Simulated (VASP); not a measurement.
Write the native input for VASP 6.6.1 that does the following.

| Item | Value |
| --- | --- |
| Task | single point |
| Functional | LDA |
| Potentials or basis | VASP PAW LDA potentials, release 64 (C, H, O) |
| Cutoff | 520 eV |
| k mesh | 1 × 1 × 1 |
| Occupations | fermi-dirac, width 0.05 eV |
| Spin | no spin polarisation |
| Dipole correction | no |
| Further INCAR settings | LREAL = Auto; ALGO = Normal; EDIFF = 1e-06; NBANDS = 86 |

The structure of H9C4O6 lies in POSCAR:

```
H9C4O6
1.0
    8.0259570000      0.0000000000      0.0000000000
    0.0000000000      8.0259570000      0.0000000000
    0.0000000000      0.0000000000      8.0259570000
C H O
8 18 12
Direct
    0.3916542289      0.6858122963      0.3724789455
    0.5811767992      0.6982095718      0.3861720166
    0.1566915945      0.4109416485      0.5353255693
    0.4566932018      0.6207733234      0.8978493157
    0.9241016367      0.3500267943      0.1134942537
    0.0416149750      0.8522597368      0.1854482898
    0.5654901964      0.0655498154      0.8636727059
    0.8772411813      0.9572441019      0.6526075333
    0.3332811277      0.8160522166      0.3405575186
    0.3924890203      0.5768034890      0.2852868512
    0.3640687335      0.6345162328      0.4914055732
    0.6305167097      0.6506638398      0.5016224233
    0.6515110908      0.6053982098      0.3070786450
    0.6409952109      0.8155289145      0.3459151351
   -0.0372416648      0.4802293359      0.6509254909
    0.1938460423      0.3888757440      0.4024068407
    0.6090239457      0.6290589396      0.7013743034
    0.4688786646      0.5623130052      1.0283508870
    1.0354777630      0.4976229003     -0.0068901441
    0.9713109602      0.2468615269      0.2015460586
    0.2055455817      0.7736398289      0.0260155892
   -0.0814357715      0.8287609814      0.2300909412
    0.5772021953      0.3042503218      0.9434264350
    0.4828956846      0.0071767143      0.7770288328
    0.7630616511      0.8925664566      0.8445348013
    0.9871844566      0.9045899449      0.5724675575
   -0.0047221783      0.4398852374      0.5405835092
    0.2687280782      0.4018835386      0.6313141224
    0.5977355722      0.6122883539      0.8243253733
    0.3290199536      0.7171107446      0.8700146288
    1.0642469178      0.4182554180      0.0710694064
    0.7846291726      0.4024815981      0.0923005194
    0.0871547156      0.7636347915      0.0494894254
    0.1335043285      0.9629879652      0.2428869230
    0.5402720199      0.2192012741      0.8580908171
    0.6523583418     -0.0128831989      0.9619413610
    0.8575675150      0.8488084349      0.7803804581
    0.7817510111      1.0618795989      0.6213215446
```

The cell was built by a generator and needn't be a form met in nature.

One way to write it, as run:

INCAR

```
SYSTEM = H9C4O6
PREC = Accurate ; ENCUT = 520
EDIFF = 1E-6 ; ISMEAR = -1
SIGMA = 0.05 ; LREAL = Auto
LASPH = .True. ; NELM = 60
ALGO = Normal ; ISIF = 2
LWAVE = .False. ; LCHARG = .False.
GGA = CA ; NBANDS = 86
```

KPOINTS

```
Automatic mesh
0
Gamma
  1 1 1
  0 0 0
```

Potentials or basis: VASP PAW LDA potentials, release 64 (C, H, O).

Run with:

```console
$ cat potpaw_LDA.64/C/POTCAR potpaw_LDA.64/H/POTCAR potpaw_LDA.64/O/POTCAR > POTCAR
$ mpirun -np 1 vasp_gam > vasp.out
```

Results of the run:

| Item | Value |
| --- | --- |
| Pressure | 0.8 GPa |
| Largest force | 6.057 eV/Å |
| Band gap on the k mesh | 3.87 eV, direct |

Caveat: the standard files for N, O and F lose accuracy on very short bonds.

Run time: 30 s on 1 thread of Intel(R) Xeon(R) 6975P-C (Granite Rapids), with other jobs on the host, peak memory 0.35 GiB.
